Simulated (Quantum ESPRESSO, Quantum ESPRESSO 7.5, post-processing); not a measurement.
**2H-MoS2, layer by layer**

Wanted: polarisability and band edges of 2H-MoS2, layer by layer.

Calculated with Quantum ESPRESSO 7.5; plane-wave DFT, PBE, GBRV ultrasoft pseudopotentials (geometry by pw.x at PBE-D3(BJ), GBRV ultrasoft).

This is a report of a sequence of runs, with most program output left out.

## (1) Starting point

The cell holds 3 atoms: 2 S and 1 Mo. Its edges and angles: a = 3.180 Å, b = 3.180 Å, c = 20.263 Å, α = 90.0°, β = 90.0°, γ = 120.0°. It derives from MoS2. Vacuum lies along c.

## (2) Relaxing cell and ions, 1 layer

Cell and atoms are relaxed with a D3(BJ) correction; only the in-plane cell moves (cell_dofree = 2Dxy), and the cutoff is raised for the stress.

n1.relax.in

```
&control
  prefix = 'n1.relax'
  outdir = './out'
  pseudo_dir = './pseudo'
  nstep = 50
  forc_conv_thr = 0.0004
  calculation = 'vc-relax'
  etot_conv_thr = 1e-06
/
&system
  ibrav = 0
  nat = 3
  ntyp = 2
  ecutwfc = 50
  ecutrho = 250
  vdw_corr = 'grimme-d3'
  dftd3_version = 4
  occupations = 'smearing'
  smearing = 'fd'
  degauss = 0.004
/
&electrons
  conv_thr = 1e-09
  mixing_beta = 0.4
  electron_maxstep = 120
  mixing_mode = 'plain'
/
&ions
/
&cell
  cell_dofree = '2Dxy'
  press_conv_thr = 0.3
/
ATOMIC_SPECIES
  S   32.0600  s_pbe_v1.4.uspp.F.UPF
  Mo  95.9500  mo_pbe_v1.uspp.F.UPF
CELL_PARAMETERS angstrom
  3.18000000000000 0.00000000000000 0.00000000000000
  -1.59000000000000 2.75396078403451 0.00000000000000
  0.00000000000000 0.00000000000000 20.26259773799958
ATOMIC_POSITIONS crystal
  S   0.333333333333 0.666666666667 0.419492115962
  Mo  0.000000000000 0.000000000000 0.500000000000
  S   0.333333333333 0.666666666667 0.580507884038
K_POINTS automatic
  12 12 1 0 0 0
```

Run with:

```
$ OMP_NUM_THREADS=1 mpirun -n 4 pw.x -nk 4 -in n1.relax.in > n1.relax.out
```

It took 3.9 min on 4 MPI ranks of Intel Xeon Platinum 8259CL at 2.50GHz (Skylake/Cascade Lake), shared host; peak memory 0.69 GiB.

Relaxation path:

```tsv
step	energy less that of the first step (eV)	largest force (eV/Å)	volume (Å³)
1	0.0000	1.2619	177.45
2	-0.0640	0.7938	176.35
3	-0.0996	0.2299	175.12
4	-0.1026	0.0191	174.59
5	-0.1027	0.0022	174.61
6	-0.1027	0.0014	174.60
7	-0.1024	0.0015	174.60
```

```tsv
cell as run	before	after	change
a (Å)	3.180	3.154	-0.8 %
b (Å)	3.180	3.154	-0.8 %
```

The atoms that moved most (Å, along periodic axes as changes of fractional coordinates times the final cell, across vacuum about the mean position):

```tsv
atom	dx	dy	dz	length
S1	0.000	0.000	0.065	0.065
S3	0.000	0.000	-0.065	0.065
```

Final coordinates:

```cif
data_structure
_symmetry_space_group_name_H-M 'P 1'
_symmetry_Int_Tables_number 1
_cell_length_a 3.1544
_cell_length_b 3.1544
_cell_length_c 20.2626
_cell_angle_alpha 90.000
_cell_angle_beta 90.000
_cell_angle_gamma 120.000
_cell_volume 174.60
loop_
_atom_site_label
_atom_site_type_symbol
_atom_site_fract_x
_atom_site_fract_y
_atom_site_fract_z
_atom_site_occupancy
S1 S 0.33333 0.66667 0.42272 1
Mo2 Mo 0.00000 0.00000 0.50000 1
S3 S 0.33333 0.66667 0.57728 1
```

 The last row is no step: it is a fresh SCF in the final cell with a new plane-wave basis, +0 meV from the row before.

This step gave:

* free energy: -2555.1700 eV
* Fermi energy: -0.0502 eV

## (3) Self-consistent run, 1 layer: no field

The zero-field run is the reference. tefield and dipfield are on already, so that all runs share k-points and boundary.

Level of this step: plane-wave DFT, PBE, GBRV ultrasoft pseudopotentials (Quantum ESPRESSO 7.5).

n1.f0.in

```
&control
  prefix = 'n1.f0'
  outdir = './out'
  pseudo_dir = './pseudo'
  calculation = 'scf'
  tprnfor = .true.
  tefield = .true.
  dipfield = .true.
/
&system
  ibrav = 0
  nat = 3
  ntyp = 2
  ecutwfc = 40
  ecutrho = 200
  occupations = 'smearing'
  smearing = 'fd'
  degauss = 0.004
  edir = 3
  emaxpos = 0.97
  eopreg = 0.04
  eamp = 0.0
  nbnd = 17
/
&electrons
  conv_thr = 1e-09
  mixing_beta = 0.4
  electron_maxstep = 120
  mixing_mode = 'plain'
/
ATOMIC_SPECIES
  S   32.0600  s_pbe_v1.4.uspp.F.UPF
  Mo  95.9500  mo_pbe_v1.uspp.F.UPF
CELL_PARAMETERS angstrom
  3.15437013900000 0.00000000000000 0.00000000000000
  -1.57718506900000 2.73176467300000 0.00000000000000
  0.00000000000000 0.00000000000000 20.26259773800000
ATOMIC_POSITIONS crystal
  S   0.333333333300 0.666666666700 0.422719210600
  Mo  0.000000000000 0.000000000000 0.500000000000
  S   0.333333333300 0.666666666700 0.577280789400
K_POINTS automatic
  12 12 1 0 0 0
```

Run with:

```
$ OMP_NUM_THREADS=1 mpirun -n 4 pw.x -nk 4 -in n1.f0.in > n1.f0.out
```

Wall time 63 s (4 MPI ranks); peak memory 0.49 GiB; 4.2 min of CPU time.

This step gave:

* free energy: -2554.2125 eV
* Fermi energy: -0.0495 eV
* dipole along the normal: 0 e·Å
* valence top, on the run's zero: -0.9441 eV
* conduction bottom, on the run's zero: 0.8302 eV
* gap by band count: 1.774 eV

The run needed 12 iterations to bring the estimated error under 1e-09 Ry; the largest force on any atom, held or free, is 0.11 eV/Å.

## (4) Electrostatic potential, 1 layer

The vacuum level is read from the electrostatic potential (plot_num = 11), averaged over planes.

n1.f0.pot.in

```
&inputpp
  prefix = 'n1.f0'
  outdir = './out'
  filplot = 'n1.f0.pot.dat'
  plot_num = 11
/
```

Run with:

```
$ OMP_NUM_THREADS=1 mpirun -n 4 pp.x -in n1.f0.pot.in > n1.f0.pot.out
```

Wall time 1.9 s (4 MPI ranks); peak memory 0.09 GiB; 6.9 s of CPU time.

Numbers from this step:

| Item | Value |
| --- | --- |
| slope of the potential above | 2.81e-5 eV/Å |
| upper vacuum line continued to the top atoms, over the valence top | 5.924 eV |
| slope of the potential below | -2.71e-5 eV/Å |
| lower vacuum line continued to the bottom atoms, over the valence top | 5.924 eV |
| vacuum level at the upper face over the valence top of the mesh | 5.924 eV |
| vacuum level at the lower face over the valence top of the mesh | 5.924 eV |

Electrostatic potential energy of an electron, with the sawtooth; zero at the highest filled level of the SCF mesh. The potential energy, planar mean by z:

```tsv
z (Å)	potential energy, planar mean (eV)
0.0	5.92
0.5	5.92
1.0	5.92
1.5	5.92
2.0	5.92
2.5	5.92
3.0	5.92
3.5	5.92
4.0	5.92
4.5	5.92
5.0	5.92
5.5	5.92
6.0	5.91
6.5	5.84
7.0	5.55
7.5	4.09
8.0	-2.59
8.5	-13.1
9.0	-8.54
9.5	-9.47
10.0	-26.2
10.5	-18.7
11.0	-5.88
11.5	-12.4
12.0	-9.34
12.5	1.81
13.0	5.06
13.5	5.74
14.0	5.88
14.5	5.92
15.0	5.92
15.5	5.92
16.0	5.92
16.5	5.92
17.0	5.92
17.5	5.92
18.0	5.92
18.5	5.92
19.0	5.92
19.5	5.92
20.0	5.92
```

## (5) Ground state, 1 layer: field 0.1 V/Å

eamp is the field in Hartree atomic units (1 a.u. = 51.42 V/Å). With dipfield on, it is the field in the vacuum beside an isolated sheet. The run starts from the density of the one before.

n1.f1.in, as its differences from the input of step 3:

```diff
@@ -1,3 +1,3 @@
 &control
-  prefix = 'n1.f0'
+  prefix = 'n1.f1'
   outdir = './out'
@@ -21,3 +21,3 @@
   eopreg = 0.04
-  eamp = 0.0
+  eamp = 0.00194469
   nbnd = 17
@@ -29,2 +29,3 @@
   mixing_mode = 'plain'
+  startingpot = 'file'
 /
```

Run with:

```
$ cp -r out/n1.f0.save out/n1.f1.save
$ OMP_NUM_THREADS=1 mpirun -n 4 pw.x -nk 4 -in n1.f1.in > n1.f1.out
```

The job ended after 54 s (4 MPI ranks; peak memory 0.56 GiB).

Read from the output:

| Quantity | Value |
| --- | --- |
| free energy | -2554.2137 eV |
| Fermi energy | -0.0348 eV |
| dipole along the normal | 0.02432 e·Å |
| valence top, on the run's zero | -0.9294 eV |
| conduction bottom, on the run's zero | 0.8450 eV |

## (6) SCF with pw.x, 1 layer: field −0.1 V/Å

The field is reversed. With a mirror plane this checks symmetry and convergence alone; for a polar sheet it tests linearity.

n1.f2.in, as its differences from the input of step 5:

```diff
@@ -1,3 +1,3 @@
 &control
-  prefix = 'n1.f1'
+  prefix = 'n1.f2'
   outdir = './out'
@@ -21,3 +21,3 @@
   eopreg = 0.04
-  eamp = 0.00194469
+  eamp = -0.00194469
   nbnd = 17
```

Run with:

```
$ cp -r out/n1.f0.save out/n1.f2.save
$ OMP_NUM_THREADS=1 mpirun -n 4 pw.x -nk 4 -in n1.f2.in > n1.f2.out
```

The job ended after 52 s (4 MPI ranks; peak memory 0.43 GiB; 3.5 min of CPU time).

Read from the output:

```
Fermi energy                         : -0.065 eV
dipole along the normal              : -0.02432 e·Å
valence top, on the run's zero       : -0.9596 eV
conduction bottom, on the run's zero : 0.8148 eV
```

## (7) Electrostatic potential, 1 layer

n1.f1.pot.in

```
&inputpp
  prefix = 'n1.f1'
  outdir = './out'
  filplot = 'n1.f1.pot.dat'
  plot_num = 11
/
```

Run with:

```
$ OMP_NUM_THREADS=1 mpirun -n 4 pp.x -in n1.f1.pot.in > n1.f1.pot.out
```

Elapsed: 2.1 s, on 4 MPI ranks; peak memory 0.21 GiB.

Numbers from this step:

| Quantity | Value |
| --- | --- |
| slope of the potential above | 0.1000 eV/Å |
| upper vacuum line continued to the top atoms, over the valence top | 5.826 eV |
| slope of the potential below | 0.09997 eV/Å |
| lower vacuum line continued to the bottom atoms, over the valence top | 6.023 eV |

The slope in the vacuum is 0.100 eV/Å for an applied 0.10 V/Å, as it should be.

## (8) Bands along a path, 1 layer: no field

The density is frozen and the levels are solved along a path.

n1.f0.bands.in, as its differences from the input of step 6:

```diff
@@ -1,7 +1,6 @@
 &control
-  prefix = 'n1.f2'
+  prefix = 'n1.f0.bands'
   outdir = './out'
   pseudo_dir = './pseudo'
-  calculation = 'scf'
-  tprnfor = .true.
+  calculation = 'bands'
   tefield = .true.
@@ -21,3 +20,3 @@
   eopreg = 0.04
-  eamp = -0.00194469
+  eamp = 0.0
   nbnd = 17
@@ -25,7 +24,6 @@
 &electrons
-  conv_thr = 1e-09
+  conv_thr = 1e-07
   mixing_beta = 0.4
   electron_maxstep = 120
-  mixing_mode = 'plain'
-  startingpot = 'file'
+  mixing_mode = 'local-TF'
 /
@@ -42,3 +40,7 @@
   S   0.333333333300 0.666666666700 0.577280789400
-K_POINTS automatic
-  12 12 1 0 0 0
+K_POINTS crystal_b
+4
+  0.0000000000 0.0000000000 0.0000000000 12
+  0.5000000000 0.0000000000 0.0000000000 12
+  0.3333333333 0.3333333333 0.0000000000 12
+  0.0000000000 0.0000000000 0.0000000000 1
```

Run with:

```
$ cp -r out/n1.f0.save out/n1.f0.bands.save
$ cp out/n1.f0.xml out/n1.f0.bands.xml
$ OMP_NUM_THREADS=1 mpirun -n 4 pw.x -nk 4 -in n1.f0.bands.in > n1.f0.bands.out
```

Run time: 16 s. Hardware: 4 MPI ranks; peak memory 0.31 GiB.

Numbers from this step:

- dipole along the normal: 0 e·Å
- valence top, on the run's zero: -0.9440 eV
- conduction bottom, on the run's zero: 0.8303 eV

Band numbers count within the set of bands kept for display. Electronic bands along the path, in eV, zero at the highest filled level of the SCF mesh; v1 is the highest filled band, c1 the lowest empty one:

```tsv
point	v4	v3	v2	v1	c1	c2	c3	c4
Γ	-1.85	-1.45	-1.45	-0.07	2.84	2.84	3.08	3.08
halfway	-2.46	-1.73	-1.35	-0.75	2.17	2.42	2.97	3.87
M	-3.16	-1.93	-0.91	-0.64	2.35	2.85	3.91	4.38
halfway	-3.16	-2.35	-1.93	-0.30	2.23	3.14	3.52	4.48
K	-3.56	-2.91	-2.20	0.00	1.77	3.05	3.62	5.01
halfway	-3.22	-1.94	-1.05	-0.80	1.93	2.54	2.73	4.26
Γ	-1.85	-1.45	-1.45	-0.07	2.84	2.84	3.08	3.08
```

Along this path the valence top lies at K and the conduction bottom at K.

## (9) Polarisability from the dipole between 0 and 0.1 V/A, 1 layer

Read from the output:

* change of slope in the vacuum: 0.09999 eV/Å
* polarisability a cell: 3.502 Å³
* sheet polarisability 4πα/A: 5.107 Å

Table of change of the potential energy, second field less first by z:

```tsv
z (Å)	change of the potential energy, second field less first (eV)
0	-0.378
1	-0.657
2	-0.557
3	-0.457
4	-0.357
5	-0.258
6	-0.159
7	-0.0682
8	-0.0160
9	-0.00468
10	-8.4e-4
11	0.00407
12	0.0108
13	0.0491
14	0.134
15	0.232
16	0.332
17	0.432
18	0.532
19	0.632
20	0.0864
```

## (10) SCF with pw.x, 1 layer: spin-orbit coupling

Spin-orbit coupling needs fully relativistic files and spinor wave functions.

Level of this step: plane-wave DFT, PBE, PseudoDojo fully relativistic norm-conserving pseudopotentials (Quantum ESPRESSO 7.5).

n1.soc.in

```
&control
  prefix = 'n1.soc'
  outdir = './out'
  pseudo_dir = './pseudo'
  calculation = 'scf'
  tprnfor = .true.
/
&system
  ibrav = 0
  nat = 3
  ntyp = 2
  ecutwfc = 72
  ecutrho = 288
  occupations = 'smearing'
  smearing = 'fd'
  degauss = 0.004
  noncolin = .true.
  lspinorb = .true.
  nbnd = 34
/
&electrons
  conv_thr = 1e-07
  mixing_beta = 0.4
  electron_maxstep = 120
  mixing_mode = 'local-TF'
/
ATOMIC_SPECIES
  S   32.0600  S.dojo-fr-pbe-0.4-standard.upf
  Mo  95.9500  Mo.dojo-fr-pbe-0.4-standard.upf
CELL_PARAMETERS angstrom
  3.15437013900000 0.00000000000000 0.00000000000000
  -1.57718506900000 2.73176467300000 0.00000000000000
  0.00000000000000 0.00000000000000 20.26259773800000
ATOMIC_POSITIONS crystal
  S   0.333333333300 0.666666666700 0.422719210600
  Mo  0.000000000000 0.000000000000 0.500000000000
  S   0.333333333300 0.666666666700 0.577280789400
K_POINTS automatic
  12 12 1 0 0 0
```

Run with:

```
$ OMP_NUM_THREADS=1 mpirun -n 4 pw.x -nk 4 -in n1.soc.in > n1.soc.out
```

Wall time 4.3 min (4 MPI ranks); peak memory 1.3 GiB; 17 min of CPU time.

This step gave:

| Property | Result |
| --- | --- |
| free energy | -2515.5192 eV |
| Fermi energy | -0.0267 eV |
| valence top, on the run's zero | -0.8604 eV |
| conduction bottom, on the run's zero | 0.8375 eV |
| gap by band count | 1.698 eV |

## (11) Potential by pp.x, 1 layer

n1.soc.pot.in

```
&inputpp
  prefix = 'n1.soc'
  outdir = './out'
  filplot = 'n1.soc.pot.dat'
  plot_num = 11
/
```

Run with:

```
$ OMP_NUM_THREADS=1 mpirun -n 4 pp.x -in n1.soc.pot.in > n1.soc.pot.out
```

The job ended after 2.1 s (4 MPI ranks; peak memory 0.21 GiB).

This step gave:

```
potential in the middle of the vacuum, over the valence top : 5.844 eV
```

Electrostatic potential energy of an electron; zero at the highest filled level of the SCF mesh. The potential energy, planar mean by z:

z (Å), potential energy, planar mean (eV) and a bar from the least value:
```
        0        5.8 ##############################
        1        5.8 ##############################
        2        5.8 ##############################
        3        5.8 ##############################
        4        5.8 ##############################
        5        5.8 ##############################
        6        5.8 ##############################
        7        5.5 ##############################
        8       -2.5 #######################
        9       -8.3 ##################
       10      -30.1 
       11       -5.8 ####################
       12       -9.3 #################
       13        5.0 #############################
       14        5.8 ##############################
       15        5.8 ##############################
       16        5.8 ##############################
       17        5.8 ##############################
       18        5.8 ##############################
       19        5.8 ##############################
       20        5.8 ##############################
```

## (12) Band structure, 1 layer: spin-orbit coupling

n1.soc.bands.in, as its differences from the input of step 8:

```diff
@@ -1,3 +1,3 @@
 &control
-  prefix = 'n1.f0.bands'
+  prefix = 'n1.soc.bands'
   outdir = './out'
@@ -5,4 +5,2 @@
   calculation = 'bands'
-  tefield = .true.
-  dipfield = .true.
 /
@@ -12,4 +10,4 @@
   ntyp = 2
-  ecutwfc = 40
-  ecutrho = 200
+  ecutwfc = 72
+  ecutrho = 288
   occupations = 'smearing'
@@ -17,7 +15,5 @@
   degauss = 0.004
-  edir = 3
-  emaxpos = 0.97
-  eopreg = 0.04
-  eamp = 0.0
-  nbnd = 17
+  noncolin = .true.
+  lspinorb = .true.
+  nbnd = 34
 /
@@ -30,4 +26,4 @@
 ATOMIC_SPECIES
-  S   32.0600  s_pbe_v1.4.uspp.F.UPF
-  Mo  95.9500  mo_pbe_v1.uspp.F.UPF
+  S   32.0600  S.dojo-fr-pbe-0.4-standard.upf
+  Mo  95.9500  Mo.dojo-fr-pbe-0.4-standard.upf
 CELL_PARAMETERS angstrom
```

Run with:

```
$ cp -r out/n1.soc.save out/n1.soc.bands.save
$ cp out/n1.soc.xml out/n1.soc.bands.xml
$ OMP_NUM_THREADS=1 mpirun -n 4 pw.x -nk 4 -in n1.soc.bands.in > n1.soc.bands.out
```

It took 3.3 min on 4 MPI ranks; peak memory 0.78 GiB; 13 min of CPU time.

This step gave:

| Property | Result |
| --- | --- |
| valence top, on the run's zero | -0.8625 eV |
| conduction bottom, on the run's zero | 0.8350 eV |

Band numbers count within the set of bands kept for display. The electronic bands at the labelled points (eV, zero at the highest filled level of the SCF mesh; v1 is the highest filled band, c1 the lowest empty one):

```tsv
point	v4	v3	v2	v1	c1	c2	c3	c4
Γ	-1.49	-1.49	-0.15	-0.15	2.72	2.72	2.80	2.80
halfway	-1.42	-1.42	-0.83	-0.83	2.09	2.09	2.34	2.34
M	-0.99	-0.99	-0.71	-0.71	2.26	2.26	2.78	2.78
halfway	-2.01	-2.00	-0.43	-0.32	2.13	2.18	2.98	3.13
K	-2.29	-2.26	-0.15	0.00	1.70	1.70	2.95	2.98
halfway	-1.14	-1.11	-0.91	-0.83	1.82	1.89	2.45	2.47
Γ	-1.49	-1.49	-0.15	-0.15	2.72	2.72	2.80	2.80
```

Along this path the valence top lies at K and the conduction bottom at K.

## (13) Relaxing cell and ions, 2 layers

Level of this step: plane-wave DFT, PBE-D3(BJ), GBRV ultrasoft pseudopotentials (Quantum ESPRESSO 7.5).

System of this step: 2H-MoS2, 2 layers, AA' stacking. The cell holds 6 atoms: 4 S and 2 Mo. Cell: a = 3.180 Å, b = 3.180 Å, c = 26.825 Å, α = 90.0°, β = 90.0°, γ = 120.0°. It derives from MoS2. Vacuum lies along c.

n2.relax.in

```
&control
  prefix = 'n2.relax'
  outdir = './out'
  pseudo_dir = './pseudo'
  nstep = 50
  forc_conv_thr = 0.0004
  calculation = 'vc-relax'
  etot_conv_thr = 1e-06
/
&system
  ibrav = 0
  nat = 6
  ntyp = 2
  ecutwfc = 50
  ecutrho = 250
  vdw_corr = 'grimme-d3'
  dftd3_version = 4
  occupations = 'smearing'
  smearing = 'fd'
  degauss = 0.004
/
&electrons
  conv_thr = 1e-09
  mixing_beta = 0.4
  electron_maxstep = 120
  mixing_mode = 'plain'
/
&ions
/
&cell
  cell_dofree = '2Dxy'
  press_conv_thr = 0.3
/
ATOMIC_SPECIES
  S   32.0600  s_pbe_v1.4.uspp.F.UPF
  Mo  95.9500  mo_pbe_v1.uspp.F.UPF
CELL_PARAMETERS angstrom
  3.18000000000000 0.00000000000000 0.00000000000000
  -1.59000000000000 2.75396078403451 0.00000000000000
  0.00000000000000 0.00000000000000 26.82519547599917
ATOMIC_POSITIONS crystal
  S   0.333333333333 0.666666666667 0.316866283700
  Mo  0.000000000000 0.000000000000 0.377678473138
  S   0.333333333333 0.666666666667 0.438490662576
  S   0.000000000000 0.000000000000 0.561509337424
  Mo  0.333333333333 0.666666666667 0.622321526862
  S   0.000000000000 0.000000000000 0.683133716300
K_POINTS automatic
  12 12 1 0 0 0
```

Run with:

```
$ OMP_NUM_THREADS=1 mpirun -n 4 pw.x -nk 4 -in n2.relax.in > n2.relax.out
```

Wall time 32 min (4 MPI ranks); peak memory 1 GiB; 2.1 h of CPU time.

Step by step:

```tsv
step	energy less that of the first step (eV)	largest force (eV/Å)	volume (Å³)
1	0.0000	1.2613	234.92
2	-0.1321	0.7750	232.68
3	-0.1956	0.2026	230.43
4	-0.1986	0.0417	230.00
5	-0.1988	0.0396	230.13
6	-0.1991	0.0367	230.27
7	-0.1995	0.0327	230.46
8	-0.2000	0.0367	230.70
9	-0.2005	0.0432	231.02
10	-0.2012	0.0510	231.43
11	-0.2019	0.0601	231.91
12	-0.2029	0.0686	232.41
13	-0.2043	0.0746	232.78
14	-0.2068	0.0811	233.17
15	-0.2103	0.0903	233.59
16	-0.2155	0.0741	233.86
17	-0.2202	0.0455	233.61
18	-0.2238	0.0389	232.78
19	-0.2267	0.0024	230.91
20	-0.2267	0.0001	230.98
21	-0.2262	0.0008	230.98
```

```tsv
cell as run	before	after	change
a (Å)	3.180	3.153	-0.8 %
b (Å)	3.180	3.153	-0.8 %
```

The atoms that moved most (Å, along periodic axes as changes of fractional coordinates times the final cell, across vacuum about the mean position):

```tsv
atom	dx	dy	dz	length
S1	0.000	0.000	0.291	0.291
S6	0.000	0.000	-0.291	0.291
Mo5	0.000	0.000	-0.226	0.226
Mo2	0.000	0.000	0.226	0.226
S4	0.000	0.000	-0.160	0.160
S3	0.000	0.000	0.160	0.160
```

 The last row is no step: it is a fresh SCF in the final cell with a new plane-wave basis, +1 meV from the row before.

Read from the output:

| Quantity | Value |
| --- | --- |
| free energy | -5110.5402 eV |
| Fermi energy | 2.646 eV |

## (14) SCF with pw.x, 2 layers: no field

Level of this step: plane-wave DFT, PBE, GBRV ultrasoft pseudopotentials (Quantum ESPRESSO 7.5).

n2.f0.in

```
&control
  prefix = 'n2.f0'
  outdir = './out'
  pseudo_dir = './pseudo'
  calculation = 'scf'
  tprnfor = .true.
  tefield = .true.
  dipfield = .true.
/
&system
  ibrav = 0
  nat = 6
  ntyp = 2
  ecutwfc = 40
  ecutrho = 200
  occupations = 'smearing'
  smearing = 'fd'
  degauss = 0.004
  edir = 3
  emaxpos = 0.97
  eopreg = 0.04
  eamp = 0.0
  nbnd = 30
/
&electrons
  conv_thr = 1e-09
  mixing_beta = 0.4
  electron_maxstep = 120
  mixing_mode = 'plain'
/
ATOMIC_SPECIES
  S   32.0600  s_pbe_v1.4.uspp.F.UPF
  Mo  95.9500  mo_pbe_v1.uspp.F.UPF
CELL_PARAMETERS angstrom
  3.15322104800000 0.00000000000000 0.00000000000000
  -1.57661052400000 2.73076953100000 0.00000000000000
  0.00000000000000 0.00000000000000 26.82519547600000
ATOMIC_POSITIONS crystal
  S   0.333333333300 0.666666666700 0.327717481600
  Mo  0.000000000000 0.000000000000 0.386107296300
  S   0.333333333300 0.666666666700 0.444457191600
  S   0.000000000000 0.000000000000 0.555542808400
  Mo  0.333333333300 0.666666666700 0.613892703700
  S   0.000000000000 0.000000000000 0.672282518400
K_POINTS automatic
  12 12 1 0 0 0
```

Run with:

```
$ OMP_NUM_THREADS=1 mpirun -n 4 pw.x -nk 4 -in n2.f0.in > n2.f0.out
```

It took 3.7 min on 4 MPI ranks; peak memory 0.76 GiB; 15 min of CPU time.

This step gave:

```
free energy                          : -5108.3722 eV
Fermi energy                         : 2.647 eV
valence top, on the run's zero       : 2.070 eV
conduction bottom, on the run's zero : 3.327 eV
gap by band count                    : 1.257 eV
```

[end of part 1 of 2]

[Logs are printed without paths, hosts, clocks, repeated set-up lines and the standing remarks that a program may print on its own settings, such as how far it seeks lower states.]

[Hosts, paths, dates, database ids (printed as entryN), source tags and the programs' standing remarks are cut or masked in the printed files.]

[Maps of the electrostatic potential energy from Ansatz leave out the sawtooth potential of an applied field or a dipole correction, so their vacuum need not be flat; planar profiles and work functions include it.]
